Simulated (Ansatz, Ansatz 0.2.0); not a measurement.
# Notes on relaxing the hexagonal cell of TaSi2 under a deadline

*Notes of a novice, printed with their mistakes. Don't take the settings or the reasoning as a model; a review follows at the end.*

## Background

The numbers I have to match are the two lattice constants of tantalum disilicide in its hexagonal C40 form, $a$ = 4.7839 Å and $c$ = 6.57 Å. They come from a diffraction refinement (2001, Crystallography Open Database entry 1532207), and they are the cell of the structure deposited there. Neither the sample nor the temperature is given with the values. The same structure, with nine atoms in the cell, is what I load into the code as the starting point, so the calculation begins at the measured cell and I see where it moves. The cell volume also comes out of the code, but it has no measured row of its own and is not compared here.

| compared with | measured | source's wording or label | method |
| --- | --- | --- | --- |
| a (Å) | 4.7839 | value in the starting structure, on standard axes | diffraction refinement behind the database entry |
| c (Å) | 6.57 | 6.5700 | diffraction refinement behind the database entry |

Conditions are those given with the value in the passage it was taken from; "not stated" means there, and the paper may say more elsewhere. The values are a selection: others may have been left out beforehand as unlike or outlying.

## Strategy

I need $a$ and $c$ of TaSi2 from a relaxation, for a report that is due soon. The model is the nine-atom cell from the database, with the cell and the atoms free to move. I set myself one per cent on each lattice constant, because that is the kind of tolerance I am used to from drawings. I will use PBEsol, which I have read is meant for solids. The plan is to get a quick run through first, and if the numbers look right, to keep those settings and write them up. If they are off, I will change settings until they come closer.

System: TaSi2 (tantalum disilicide), C40 hexagonal; P6_422 (No. 181), 9 atoms in the primitive cell; the database structure is a diffraction structure: a = 4.784 Å, c = 6.570 Å; structure from the Crystallography Open Database.

On the selection of runs and values: Further runs on this system are not shown.

## 1. A quick run with one k point

The k mesh seems to be the setting that multiplies the work, so I set it to 1x1x1. The crystal is periodic and the code repeats the cell by itself, so one point ought to be enough for a cell this small. I expect $a$ and $c$ to stay close to where they start.

**Run 1.** Ansatz 0.2.0: PBEsol, cell and atoms relaxed from the database structure, PAW set soft_2, cutoff 420 eV (default), 1x1x1 k mesh, Gaussian smearing 0.1 eV.

Key lines of the input:
```
crystal:
  # lattice and atoms
kpoints:
  mp_grid: { grid: [1, 1, 1] }
hamiltonian:
  xc: pbesol
scf:
  occupations: { method: gaussian, width: 0.1 }
output:
  forces: true
  stress: true
relax:
  adjacent_minimum: "off"
  f_tol: 0.005
  max_steps: 30
  cell: { stress_tol: 0.03 }
```

Command:
```
ansatz run input.yaml --threads 4 --pin off --max-ram 16384MiB --backend cpu --events-out ev --progress --plain --runs-dir out
```

Selected lines of the output:
```
relax step   6: F+E_penalty+E_count = -33157.02904938 eV  [...]  max|allowed force component| = 1.150e-4 eV/Å  [...]  P = -0.000 GPa  Ω = 126.886 Å³  [...]
--- Relaxed structure (6 steps of the walk, 6 accepted, 1 SCFs on fresh bases) ---
    - [4.759919234920765, 0.0, 0.0]
    - [0.0, 0.0, 6.466716443491018]
```

Converged; 2 s on 4 cores of Arm Neoverse V2, shared host.

| quantity | run 1 | measured | deviation |
| --- | --- | --- | --- |
| a (Å) | 4.7599 | 4.7839 | −0.0240 (−0.5 %) |
| c (Å) | 6.4667 | 6.57 | −0.1033 (−1.6 %) |
| conventional cell volume (Å³) | 126.89 |  |  |

The run converged in a few seconds, so one k point is enough for this crystal. $a$ is 0.5 % short and inside my one per cent. $c$ is 1.6 % short and outside it. Both are too small, which I put down to the calculation being done cold, while the real crystal was warm and had expanded.

## 2. Warming the crystal up

There is a Fermi-Dirac smearing setting, and I have read that its width acts as a temperature. I set it to 1 eV, a round number, so that the crystal can expand. The first run was so quick that I can also afford a 9x9x6 mesh, though I don't think the mesh matters. I expect both lattice constants to grow, $c$ more than $a$.

**Run 2.** Ansatz 0.2.0: PBEsol, cell and atoms relaxed from the database structure, PAW set soft_2, cutoff 420 eV (default), 9x9x6 k mesh, Fermi-Dirac smearing 1 eV.

Key lines of the input, as changed from run 1:
```diff
  kpoints:
-   mp_grid: { grid: [1, 1, 1] }
+   mp_grid: { grid: [9, 9, 6] }
  scf:
-   occupations: { method: gaussian, width: 0.1 }
+   occupations: { method: fermi_dirac, width: 1.0 }
```

Selected lines of the output:
```
relax step   7: F+E_penalty+E_count = -33159.49426773 eV  [...]  max|allowed force component| = 5.271e-5 eV/Å  [...]  P = +0.000 GPa  Ω = 136.192 Å³  [...]
    - [4.811115770928876, 0.0, 0.0]
    - [0.0, 0.0, 6.794040576418716]
```

Converged; 70 s of wall time.

| quantity | run 2 | measured | deviation |
| --- | --- | --- | --- |
| a (Å) | 4.8111 | 4.7839 | +0.0272 (+0.6 %) |
| c (Å) | 6.7940 | 6.57 | +0.2240 (+3.4 %) |
| conventional cell volume (Å³) | 136.19 |  |  |

The crystal expanded as I wanted, and $c$ grew more than $a$. It went too far, though: $c$ is now 3.4 % too long, where before it was 1.6 % too short. So the temperature explains the short cell of the first run, and 1 eV is simply too warm. The measured $c$ lies between my two results, which tells me that the method is sound and only needs adjusting.

## 3. Giving the tantalum its charge

I go back to the Gaussian smearing of 0.1 eV and look for something else that sets the size of the cell. There is a field for the total charge, and I had left it at zero. Tantalum is a metal, and metals form positive ions, so I enter +1. With an electron missing, the atoms should hold together more tightly, and that should take back some of the extra length in $c$. I keep the 9x9x6 mesh because it is already typed in.

**Run 3.** Ansatz 0.2.0: PBEsol, cell and atoms relaxed from the database structure, PAW set soft_2, cutoff 420 eV (default), 9x9x6 k mesh, Gaussian smearing 0.1 eV; total charge +1.

Key lines of the input, as changed from run 2:
```diff
+ total_charge: 1
  scf:
-   occupations: { method: fermi_dirac, width: 1.0 }
+   occupations: { method: gaussian, width: 0.1 }
+   max_iter: 60
```

Selected lines of the output:
```
relax step   1: F+E_penalty+E_count = -33168.62605798 eV  [...]  max|allowed force component| = 1.350e-1 eV/Å  [...]  P = +5.234 GPa  Ω = 130.215 Å³  (7 SCF iters, dr2 threshold 1.00e-7 eV [...]
relax step   2: F+E_penalty+E_count = -33167.72080098 eV  [...]  max|allowed force component| = 9.670e-2 eV/Å  [...]  P = -2.875 GPa  Ω = 135.790 Å³  [...]
relax step   5: F+E_penalty+E_count = -33168.10345406 eV  [...]  max|allowed force component| = 2.070e-3 eV/Å  [...]  P = +0.020 GPa  Ω = 133.612 Å³  [...]
    - [4.8186506112170715, 0.0, 0.0]
    - [0.0, 0.0, 6.64454309579881]
```

Converged; 30 s of wall time.

| quantity | run 3 | measured | deviation |
| --- | --- | --- | --- |
| a (Å) | 4.8187 | 4.7839 | +0.0348 (+0.7 %) |
| c (Å) | 6.6445 | 6.57 | +0.0745 (+1.1 %) |
| conventional cell volume (Å³) | 133.61 |  |  |

The charge worked. $c$ came down from 6.7940 to 6.6445 Å and is now 1.1 % too long, just outside my one per cent. $a$ hardly moved and is still inside it, at 0.7 %. So tantalum does sit in this crystal as an ion, and what is left must come from the functional.

## 4. Another functional

PBEsol has now had three tries and missed $c$ each time, so I am changing it. I pick BLYP, a name I know from chemistry, and silicon bonds are chemistry as much as metal physics. I set the total charge back to zero, to begin with the new functional from a clean input; the charge can go back in later if the cell needs pulling together. I expect $c$ to drop by the last per cent and $a$ to stay about where it is.

**Run 4.** Ansatz 0.2.0: BLYP, cell and atoms relaxed from the database structure, PAW set soft_2, cutoff 420 eV (default), 9x9x6 k mesh, Gaussian smearing 0.1 eV.

Key lines of the input, as changed from run 1:
```diff
  kpoints:
-   mp_grid: { grid: [1, 1, 1] }
+   mp_grid: { grid: [9, 9, 6] }
  hamiltonian:
-   xc: pbesol
+   xc: blyp
  relax:
-   max_steps: 30
+   max_steps: 60
```

Selected lines of the output:
```
relax step   1: F+E_penalty+E_count = -33706.09720149 eV  [...]  max|allowed force component| = 4.031e-3 eV/Å  [...]  P = +10.342 GPa  Ω = 130.215 Å³  (6 SCF iters, dr2 threshold 1.00e-7 [...]
relax step   8: F+E_penalty+E_count = -33706.34500978 eV  [...]  max|allowed force component| = 4.218e-5 eV/Å  [...]  P = +0.001 GPa  Ω = 138.229 Å³  [...]
    - [4.900149755464057, 0.0, 0.0]
    - [0.0, 0.0, 6.647377516988126]
```

Converged; 60 s on 4 cores of Arm Neoverse V1, shared host.

| quantity | run 4 | measured | deviation |
| --- | --- | --- | --- |
| a (Å) | 4.9001 | 4.7839 | +0.1162 (+2.4 %) |
| c (Å) | 6.6474 | 6.57 | +0.0774 (+1.2 %) |
| conventional cell volume (Å³) | 138.23 |  |  |

$c$ did not drop. At 6.6474 Å it is almost the same as in the charged PBEsol run, which gave 6.6445 Å. Two functionals agreeing this well means that $c$ is settled at about 6.65 Å, and that the charge makes no difference to it after all. $a$ has gone to 2.4 % too long, so BLYP is wrong for $a$ only.

## 5. Back to PBEsol with fewer iterations

I return to PBEsol for the sake of $a$ and leave the charge at zero. Every run starts at the measured cell and then walks away from it, so I think the code is iterating too much. The first step of the BLYP run used 6 SCF iterations; I set the limit to 4. That should stop the cell from drifting so far, and save time as well. I expect both lattice constants to end within my one per cent.

**Run 5.** Ansatz 0.2.0: PBEsol, cell and atoms relaxed from the database structure, PAW set soft_2, cutoff 420 eV (default), 9x9x6 k mesh, Gaussian smearing 0.1 eV; at most 4 SCF iterations.

Key lines of the input, as changed from run 4:
```diff
  hamiltonian:
-   xc: blyp
+   xc: pbesol
  scf:
+   max_iter: 4
```

Selected lines of the output:
```
Basis set: ecut = 420 eV, 2523 PW (Γ) [...]
k-points: 48 of 486 (time reversal used)
SCF iter   2: F=—  HF=-33153.687852 eV  |F-HF|=—  |Δ(HF+E_count)|=   7.71e-3  Δρ=2.64e-3  dr2=7.49e-3  [...]
SCF iter   3: F=—  HF=-33153.687026 eV  |F-HF|=—  |Δ(HF+E_count)|=   8.26e-4  Δρ=7.03e-4  dr2=4.59e-4  [...]
SCF iter   4: F=—  HF=-33153.687062 eV  |F-HF|=—  |Δ(HF+E_count)|=   3.58e-5  Δρ=8.16e-5  dr2=8.67e-6  [...]
```

Not converged; 6 s on 4 cores of Arm Neoverse V2, shared host.

This run stopped after the fourth SCF iteration and gave no lattice constants. The charged PBEsol run went through with the same mesh and smearing, so I take it that PBEsol needs the charge to settle on this mesh. BLYP settled without one, which makes it the more stable functional for this crystal.

## 6. BLYP with a dispersion correction

I go back to BLYP, where $c$ was nearly right and only $a$ was too long. There is a version with D3(BJ), which adds an attraction between the atoms. Since $c$ is already settled at about 6.65 Å, the attraction should act on $a$ and bring it down to the measured value. If $a$ comes within one per cent, I will put this run in the report.

**Run 6.** Ansatz 0.2.0: BLYP+D3(BJ), cell and atoms relaxed from the database structure, PAW set soft_2, cutoff 420 eV (default), 9x9x6 k mesh, Gaussian smearing 0.1 eV.

Key lines of the input, as changed from run 4:
```diff
  hamiltonian:
+   dispersion: d3bj
```

Selected lines of the output:
```
relax step   5: F+E_penalty+E_count = -33717.70008070 eV  [...]  max|allowed force component| = 2.076e-3 eV/Å  [...]  P = -0.019 GPa  Ω = 127.245 Å³  [...]
    - [4.749657734175332, 0.0, 0.0]
    - [0.0, 0.0, 6.513091166129947]
```

Converged; 37 s on 4 cores of Arm Neoverse V1, shared host.

| quantity | run 6 | measured | deviation |
| --- | --- | --- | --- |
| a (Å) | 4.7497 | 4.7839 | −0.0342 (−0.7 %) |
| c (Å) | 6.5131 | 6.57 | −0.0569 (−0.9 %) |
| conventional cell volume (Å³) | 127.25 |  |  |

Both lattice constants are now inside my one per cent: $a$ is 0.7 % short and $c$ is 0.9 % short. The attraction pulled in $c$ as well, from 6.6474 to 6.5131 Å, so $c$ was not as settled as I had written. I take this to mean that the layers in TaSi2 are held together by dispersion, and that this was missing from all the earlier runs. The cell is a little small because this run was done cold, and warming would bring it up to the measured size. These are the numbers that go into the report.

## Results at a glance

| run | settings | a (Å) | deviation | c (Å) | deviation | cost | status |
| --- | --- | --- | --- | --- | --- | --- | --- |
| 1 | PBEsol, 1x1x1 k mesh, Gaussian smearing 0.1 eV | 4.7599 | −0.0240 (−0.5 %) | 6.4667 | −0.1033 (−1.6 %) | under 1 core-min |  |
| 2 | PBEsol, 9x9x6 k mesh, Fermi-Dirac smearing 1 eV | 4.8111 | +0.0272 (+0.6 %) | 6.7940 | +0.2240 (+3.4 %) | 4.7 core-min |  |
| 3 | PBEsol, 9x9x6 k mesh, Gaussian smearing 0.1 eV, total charge +1 | 4.8187 | +0.0348 (+0.7 %) | 6.6445 | +0.0745 (+1.1 %) | 2 core-min |  |
| 4 | BLYP, 9x9x6 k mesh, Gaussian smearing 0.1 eV | 4.9001 | +0.1162 (+2.4 %) | 6.6474 | +0.0774 (+1.2 %) | 4 core-min |  |
| 5 | PBEsol, 9x9x6 k mesh, Gaussian smearing 0.1 eV, at most 4 SCF iterations | – |  | – |  | under 1 core-min | not converged |
| 6 | BLYP+D3(BJ), 9x9x6 k mesh, Gaussian smearing 0.1 eV | 4.7497 | −0.0342 (−0.7 %) | 6.5131 | −0.0569 (−0.9 %) | 2.5 core-min |  |
|  | measured | 4.7839 |  | 6.57 |  |  |  |

## Where I got to

I am handing in $a$ = 4.7497 Å and $c$ = 6.5131 Å from BLYP with D3(BJ). Both are within the one per cent I set myself, and no other run managed that for $c$.

In the report I will write that TaSi2 is a layered crystal held together by dispersion, since the cell only came right once the attraction was switched on. I will also write that PBEsol is not suitable for this material: it missed $c$ three times and the fourth time it did not finish. The remaining shortfall I put down to temperature. I could warm the crystal with the smearing, but 1 eV was too much for PBEsol and I don't know what width stands for an ordinary room, so I am leaving it cold.

I still can't say what the total charge does. It seemed to help $c$, and then BLYP gave nearly the same $c$ without it. The final run has it at zero and the numbers fit, so I am leaving it there. For the next silicide I will start from this input file and change only the atoms.

## Review

Further runs made for the review:

| reviewer's run | settings | a (Å) | deviation | c (Å) | deviation | cost |
| --- | --- | --- | --- | --- | --- | --- |
| R1 | PBEsol, cutoff 420 eV (default), 9x9x6 k mesh, Gaussian smearing 0.1 eV | 4.7605 | −0.0234 (−0.5 %) | 6.5572 | −0.0128 (−0.2 %) | 1.9 core-min |
| R2 | PBEsol+D3(BJ), cutoff 420 eV (default), 9x9x6 k mesh, Gaussian smearing 0.1 eV | 4.7058 | −0.0781 (−1.6 %) | 6.5040 | −0.0660 (−1.0 %) | 3.8 core-min |
| R3 | PBEsol, cutoff 420 eV (default), 12x12x6 k mesh, Gaussian smearing 0.1 eV | 4.7610 | −0.0229 (−0.5 %) | 6.5561 | −0.0139 (−0.2 %) | 3.5 core-min |
| R4 | r2SCAN, cutoff 500 eV (default), 9x9x6 k mesh, Gaussian smearing 0.1 eV | 4.7792 | −0.0047 (−0.1 %) | 6.5562 | −0.0138 (−0.2 %) | 3.4 core-min |
|  | measured | 4.7839 |  | 6.57 |  |  |

Starting from the measured structure with PBEsol was sensible. Changing settings until the numbers fit was not, because it rewards errors that cancel. One per cent, borrowed from drawings, is also too loose to rank functionals here.

Run 1 needed more k points: repeating a small cell doesn't replace them, and a converged relaxation doesn't test the mesh. R1, the same calculation on a 9x9x6 mesh, costs only 1.9 core-minutes and gives $c$ = 6.5572 Å instead of 6.4667 Å. The mesh therefore matters, and run 1's good $a$ was chance. Cold doesn't explain the short $c$, since warming to room temperature adds only roughly 0.2 %.

In run 2, the smearing heats the electrons to roughly 12 000 K but doesn't make the atoms vibrate, which is what expands a real crystal. It lengthens $c$ by 0.2368 Å against R1. A measured value lying between two faulty results doesn't vouch for the method.

In run 3, the charge removes an electron from the whole cell, whereas ions in a crystal add up to neutral. Energy and pressure then lose their meaning; a warning was the energy rising by about 0.9 eV at the second relaxation step. $c$ fell from run 2 because the smearing was reduced. Against neutral R1, the charge lengthens both $a$ and $c$, so the miss wasn't the functional's, nor does the run show that tantalum is an ion.

Run 4 rightly drops the charge, and its settings are otherwise reasonable. BLYP, however, was developed for molecules and often makes solids too large. Here $c$ also misses the target, not just $a$. Its agreement with the charged run is a coincidence and settles neither $c$ nor the effect of charge.

In run 5, SCF iterations settle the electrons at a fixed cell; limiting them doesn't restrain the cell's movement. Run 4 had needed six for its first step, and run 5 was still converging when stopped at four. R1 finishes without a charge, so the failure says nothing against PBEsol or for BLYP's stability.

Run 6 comes within one per cent because D3(BJ) offsets BLYP's oversized cell. This doesn't show layers held by dispersion: C40 TaSi2 is a three-dimensionally bonded crystal, and $a$ shrank more than $c$. R1 does better without the correction. With PBEsol, adding D3(BJ), fitted separately for that functional, worsens both constants (R2). Warming would not close run 6's gap, and no smearing width supplies room-temperature expansion.

The report should therefore not reject PBEsol. R1 misses $a$ by 0.5 % and $c$ by 0.2 %, and the mesh of R3, denser only in the plane, changes neither by more than about 0.001 Å. The next silicide should start from R1's settings, with zero charge and a fresh mesh check, not from run 6.

Sound simulation matches this measurement well: r2SCAN in R4 comes within 0.1 % for $a$ and 0.2 % for $c$. The small remainder can't be divided between functional and thermal expansion, because the measurement temperature isn't stated.

[Logs are printed without paths, hosts, clocks, repeated set-up lines and the standing remarks that a program may print on its own settings, such as how far it seeks lower states.]

[The runs shown are a pick from a larger set of finished runs; failed, doubtful and other runs were left out of it ahead of writing. So were measured values far from every level or from commonly accepted values, and agreement can look better than it is. Lines of input and output are excerpts and may be shortened.]
